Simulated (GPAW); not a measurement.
# In (Im-3m) in GPAW: equation of state

Aim: energy against volume of In in PBEsol, for its equilibrium volume and stiffness.

Everything below comes from runs of GPAW 26.7.0. Logs are shortened: lines on timing, memory, paths and dates and some standing lists are left out, and cuts for length are marked. The log counts tension as positive stress, the text compression.

## Step 1: The crystal as given

Symmetry: Im-3m, No. 229, cubic system. The conventional cell has a = 3.765 Å, b = 3.765 Å, c = 3.765 Å, α = 90.00°, β = 90.00°, γ = 90.00°. In (site symmetry m-3m) has 8 In at 3.26 Å as nearest neighbours.

This isn't the form of In at room conditions, which is tetragonal.

## Step 2: Equation of state, PBEsol

The input, run.py:

```python
from ase import Atoms
from ase.eos import EquationOfState
from ase.io import Trajectory
from ase.units import GPa
from gpaw import GPAW, PW, setup_paths

setup_paths.insert(0, '.')

atoms = Atoms(['In'],
              cell=[[-1.88252524, 1.88252524, 1.88252524],
                    [1.88252524, -1.88252524, 1.88252524],
                    [1.88252524, 1.88252524, -1.88252524]],
              scaled_positions=[[0.0, 0.0, 0.0]],
              pbc=True)

traj = Trajectory('eos.traj', 'w')
volumes, energies = [], []
for x in [0.94, 0.96, 0.98, 1.0, 1.02, 1.04, 1.06]:
    a = atoms.copy()
    a.set_cell(atoms.cell * x**(1 / 3), scale_atoms=True)
    calc = GPAW(mode=PW(600),
                xc='PBEsol',
                kpts={'size': (10, 10, 10), 'gamma': True},
                occupations={'name': 'fermi-dirac', 'width': 0.05},
                nbands=14,
                convergence={'density': 1e-05, 'energy': 1e-05},
                maxiter=150,
                txt=f'eos-{x:.2f}.txt')
    a.calc = calc
    energies.append(a.get_potential_energy(force_consistent=True))
    volumes.append(a.get_volume())
    p = -a.get_stress()[:3].mean() / GPa
    calc.write(f'eos-{x:.2f}.gpw')
    traj.write(a)
    print(f'{x:.2f} {volumes[-1]:10.4f} A^3 {energies[-1]:14.6f} eV {p:9.3f} GPa', flush=True)

v0, e0, B = EquationOfState(volumes, energies, eos='birchmurnaghan').fit()
print(f'V0 = {v0:.4f} A^3, E0 = {e0:.6f} eV, B0 = {B / GPa:.2f} GPa')
```

Potentials or basis: PAW data sets generated in the run's folder for this functional, pw.

Command:

```
gpaw-setup -f PBEsol In
OMP_NUM_THREADS=1 python run.py
```

Standard output:

```text
__  _  _
 | _ |_)|_||  |
 |__||  | ||/\| - 26.7.0

Input parameters:
  mode=PW(ecut=600.0),
  convergence={'density': 1e-05, 'energy': 1e-05},
  kpts=MonkhorstPack(size=(10, 10, 10), gamma=True),
  maxiter=150,
  nbands=14,
  occupations=Occupations(name='fermi-dirac', width=0.05),
  xc=XC(name='PBEsol')

Diagonalizing LCAO Hamiltonian
Converting LCAO to pw mode

       In

Atoms  # Å, Bohr magnetons
|   | symbol |        x |        y |        z |    initial magnetic moments |
|---|--------|----------|----------|----------|-----------------------------|
| 0 |     In | 0.000000 | 0.000000 | 0.000000 | ( 0.0000,  0.0000,  0.0000) |

Unit cell  # Å
| periodic |         x |         y |         z |  lengths |     angles |
|----------|-----------|-----------|-----------|----------|------------|
|      yes | -1.844096 |  1.844096 |  1.844096 | 3.194067 | 109.471221 |
|      yes |  1.844096 | -1.844096 |  1.844096 | 3.194067 | 109.471221 |
|      yes |  1.844096 |  1.844096 | -1.844096 | 3.194067 | 109.471221 |

Number of symmetries: 48
Symmetry operations  # r_c * U_cc + t_c -> r_c
|    | kind |            matrix            |
|----|------|------------------------------|
|  0 |  σ   |  1, 1, 1,  0, 0,-1,  0,-1, 0 |
|  1 |  C4  |  1, 1, 1,  0, 0,-1, -1, 0, 0 |
|  2 |  C2  |  1, 1, 1,  0,-1, 0,  0, 0,-1 |
|  3 |  S6  |  1, 1, 1,  0,-1, 0, -1, 0, 0 |
|  4 |  S6  |  1, 1, 1, -1, 0, 0,  0, 0,-1 |
|  5 |  C4  |  1, 1, 1, -1, 0, 0,  0,-1, 0 |
|  6 |  E   |  1, 0, 0,  0, 1, 0,  0, 0, 1 |
|  7 |  σ   |  1, 0, 0,  0, 1, 0, -1,-1,-1 |
|  8 |  σ   |  1, 0, 0,  0, 0, 1,  0, 1, 0 |
|  9 |  C3  |  1, 0, 0,  0, 0, 1, -1,-1,-1 |
| 10 |  C3  |  1, 0, 0, -1,-1,-1,  0, 1, 0 |
| 11 |  σ   |  1, 0, 0, -1,-1,-1,  0, 0, 1 |
| 12 |  σ   |  0, 1, 0,  1, 0, 0,  0, 0, 1 |
| 13 |  C2  |  0, 1, 0,  1, 0, 0, -1,-1,-1 |
| 14 |  C3  |  0, 1, 0,  0, 0, 1,  1, 0, 0 |
| 15 |  S4  |  0, 1, 0,  0, 0, 1, -1,-1,-1 |
| 16 |  S4  |  0, 1, 0, -1,-1,-1,  1, 0, 0 |
| 17 |  C3  |  0, 1, 0, -1,-1,-1,  0, 0, 1 |
| 18 |  C3  |  0, 0, 1,  1, 0, 0,  0, 1, 0 |
| 19 |  S4  |  0, 0, 1,  1, 0, 0, -1,-1,-1 |
| 20 |  σ   |  0, 0, 1,  0, 1, 0,  1, 0, 0 |
| 21 |  C3  |  0, 0, 1,  0, 1, 0, -1,-1,-1 |
| 22 |  C2  |  0, 0, 1, -1,-1,-1,  1, 0, 0 |
| 23 |  S4  |  0, 0, 1, -1,-1,-1,  0, 1, 0 |
| 24 |  C4  |  0, 0,-1,  1, 1, 1,  0,-1, 0 |
| 25 |  σ   |  0, 0,-1,  1, 1, 1, -1, 0, 0 |
| 26 |  S6  |  0, 0,-1,  0,-1, 0,  1, 1, 1 |
| 27 |  C2  |  0, 0,-1,  0,-1, 0, -1, 0, 0 |
| 28 |  C4  |  0, 0,-1, -1, 0, 0,  1, 1, 1 |
| 29 |  S6  |  0, 0,-1, -1, 0, 0,  0,-1, 0 |
| 30 |  S6  |  0,-1, 0,  1, 1, 1,  0, 0,-1 |
| 31 |  C4  |  0,-1, 0,  1, 1, 1, -1, 0, 0 |
| 32 |  C4  |  0,-1, 0,  0, 0,-1,  1, 1, 1 |
| 33 |  S6  |  0,-1, 0,  0, 0,-1, -1, 0, 0 |
| 34 |  σ   |  0,-1, 0, -1, 0, 0,  1, 1, 1 |
| 35 |  C2  |  0,-1, 0, -1, 0, 0,  0, 0,-1 |
| 36 |  C2  | -1, 0, 0,  1, 1, 1,  0, 0,-1 |
| 37 |  S6  | -1, 0, 0,  1, 1, 1,  0,-1, 0 |
| 38 |  S6  | -1, 0, 0,  0, 0,-1,  1, 1, 1 |
| 39 |  C2  | -1, 0, 0,  0, 0,-1,  0,-1, 0 |
| 40 |  C2  | -1, 0, 0,  0,-1, 0,  1, 1, 1 |
| 41 |  i   | -1, 0, 0,  0,-1, 0,  0, 0,-1 |
| 42 |  S4  | -1,-1,-1,  1, 0, 0,  0, 1, 0 |
| 43 |  C3  | -1,-1,-1,  1, 0, 0,  0, 0, 1 |
| 44 |  C3  | -1,-1,-1,  0, 1, 0,  1, 0, 0 |
| 45 |  σ   | -1,-1,-1,  0, 1, 0,  0, 0, 1 |
| 46 |  S4  | -1,-1,-1,  0, 0, 1,  1, 0, 0 |
| 47 |  C2  | -1,-1,-1,  0, 0, 1,  0, 1, 0 |

BZ-sampling:
  Number of BZ points: 1000
  Number of IBZ points: 47

  Monkhorst-Pack size: [10, 10, 10]
  Monkhorst-Pack shift: [0.05, 0.05, 0.05]

K-points  # in reciprocal-cell coordinates
|     |                                coordinates |     weight |
|-----|--------------------------------------------|------------|
|   0 | (  0.00000000,   0.00000000,   0.00000000) | 0.00100000 |
|   1 | (  0.10000000,   0.00000000,   0.00000000) | 0.01200000 |
|   2 | (  0.10000000,   0.10000000,  -0.10000000) | 0.00600000 |
|   3 | (  0.20000000,   0.00000000,  -0.10000000) | 0.02400000 |
|   4 | (  0.20000000,   0.00000000,   0.00000000) | 0.01200000 |
|   5 | (  0.20000000,   0.10000000,  -0.10000000) | 0.02400000 |
|   6 | (  0.20000000,   0.20000000,  -0.20000000) | 0.00600000 |
|   7 | (  0.30000000,  -0.10000000,  -0.10000000) | 0.00800000 |
|   8 | (  0.30000000,   0.00000000,  -0.10000000) | 0.04800000 |
|   9 | (  0.30000000,   0.00000000,   0.00000000) | 0.01200000 |
| ... |                                            |            |
|  46 | (  0.50000000,   0.50000000,   0.50000000) | 0.00100000 |

Plane wave coefficients: 887
Cutoff: 600.0 eV

Spin-components: 1 (collinear spins)
Bands:           14
Projectors:      6
Spin-degeneracy: 2
Datatype:        complex128

Parallelization:
  kpt:    1
  domain: 1
  band:   1

Density:
  Valence electrons: 13.0
  Components: 1
  Grid points: [20 20 20]
  Charge: 0.0  # |e|

Potential:
  Grid points: [20 20 20]

species:
  In:
    name:    Indium
    Z:       49.0
    valence: 13
    core:    36
    charge:  0.0  # [|e|]
    compensation charges:
      type: gauss
      rc: 0.36  # [Å]
      lmax: 2
    cutoffs:
      filter: 2.09  # [Å]
      core: 2.48  # [Å]
    projectors
    | kind |    occ | energy [eV] | rcut [Å] |
    |------|--------|-------------|----------|
    |   5s |  2.000 |      -8.248 |    1.185 |
    |   5p |  1.000 |      -2.521 |    1.244 |
    |   4d | 10.000 |     -18.596 |    1.148 |
    |    s |        |      18.964 |    1.185 |
    |    p |        |      24.691 |    1.244 |
    |    d |        |       8.615 |    1.148 |

    Using partial waves for In as LCAO basis

Reference energy: -159902.609223  # eV

eigensolver:
  PPCG
  Converge bands: occupied
  niter=2

density mixing:
  MSR1-Mixer
  Pratt-step length: 0.05
  Maximum mixing coefficient: 0.75
  Old densities: 10
  SVD Regularization: 0.005
  Good broyden scale: 1.0
  Trust region scale: 1.0
  Backstep threshold: 4.0
  History deletion threshold: 6.0
  Fourier metric: weight=20.0, sigma=0.015

occupation numbers:
  Fermi-Dirac:
    width: 0.0500  # eV

poisson solver:
  ecut: 4800.0  # eV

xc functional:
  name: PBEsol with 2 nearest neighbor stencil

convergence criteria:
- Maximum integral of absolute [dens]ity change: 1e-05 electrons / valence electron
- Maximum [total energy] change in last 3 cyles: 1e-05 eV / valence electron
- Maximum integral of absolute [eigenst]ate change: 4e-08 eV^2 / valence electron
maximum number of iterations: 150

SCF iterations
|iter     | |      energy | eigst |  dens |
|---------|-|-------------|-------|-------|
|iter:   1| |   -3.232522 | -0.42 |       |
|iter:   2| |   -3.227768 | -2.49 | -1.56 |
|iter:   3| |   -3.194526 | -2.67 | -1.59 |
|iter:   4| |   -3.193694 | -3.99 | -2.07 |
|iter:   5| |   -3.193769 | -4.52 | -2.62 |
|iter:   6| |   -3.193776c| -6.17 | -3.61 |
|iter:   7| |   -3.193777c| -6.91 | -4.13 |
|iter:   8| |   -3.193777c| -8.33c| -5.35c|

Converged in 8 steps
Energy contributions relative to reference atoms: (reference = -159902.609223)

Energy contributions:
  Kinetic:          11.441233
  Coulomb:         -10.281831
  Zero:              0.160657
  External:          0.000000
  Xc:               -4.511462
  Entropy:          -0.004751
  Spinorbit:         0.000000
  ----------------------------
  Free energy:      -3.196153
  Extrapolated:     -3.193777

dipole moment: (-6.247768, -6.247768, -6.247768)  # |e|*Ang

Fermi level: 7.195
Eigenvalues  # (at kpt = [0.000, 0.000, 0.000])
| band index |      eig [eV] | occ [0-2] |
|------------|---------------|-----------|
|          0 |        -7.290 |     2.000 |
|          1 |        -7.290 |     2.000 |
|          2 |        -7.290 |     2.000 |
|          3 |        -6.974 |     2.000 |
|          4 |        -6.974 |     2.000 |
|          5 |        -2.576 |     2.000 |
|          6 |        18.802 |     0.000 |
|          7 |        18.802 |     0.000 |
|          8 |        18.802 |     0.000 |
|          9 |        20.501 |     0.000 |
|         10 |        20.501 |     0.000 |
|         11 |        20.501 |     0.000 |
|         12 |        22.755 |     0.000 |
|         13 |        22.755 |     0.000 |

No gap
No difference between direct/indirect transitions

Stress tensor  # eV/Ang^3
|         x |         y |         z |
|-----------|-----------|-----------|
| -0.005317 |  0.000000 |  0.000000 |
|  0.000000 | -0.005317 | -0.000000 |
|  0.000000 | -0.000000 | -0.005317 |

# Writing to eos-0.94.gpw (mode='')
```

Wall time 50 s (1 thread of Arm Neoverse V2, shared host); peak memory 0.22 GiB.

Results:

* Equilibrium volume: 25.60 Å³/atom
* Bulk modulus: 43 GPa
* Pressure derivative of the bulk modulus: 4.8

Energy against volume, from the lowest point:
```
volume (Å³/atom)  energy (meV/atom)
          25.085               1.44
          25.618               0.00
          26.152               1.52
          26.686               5.63
          27.220              12.06
          27.753              20.53
          28.287              30.82
```
